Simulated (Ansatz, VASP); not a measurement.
**One calculation of Se, two programs**

```
Se
1.0
     2.77028    0.00000    0.00000
     0.00000    2.77028    0.00000
     0.00000    0.00000    2.77028
Se
1
Direct
  0.00000 0.00000 0.00000
```

Alike in both runs: functional LDA; k mesh 12 × 12 × 12; no spin polarisation.

Ansatz relaxed the structure, and its values are those at the end. VASP's run is a single point on that final structure, the one shown.

```csv
,VASP,Ansatz
version,VASP 6.6.1,Ansatz 0.2.0
potentials or method,"VASP PAW LDA potentials, release 64 (Se)","plane waves, PAW"
plane-wave cutoff (eV),520,420
occupations,"methfessel-paxton of order 1, width 0.1 eV","cold, width 0.1 eV"
valence electrons in the cell,6,16
```

|  | VASP | Ansatz | Ansatz less VASP |
| --- | --- | --- | --- |
| pressure (GPa) | 0.2 | 0.0 | -0.24 |

The two sets of potentials don't hold the same shells in valence. Ansatz warned: «pseudo_functional_mismatch».
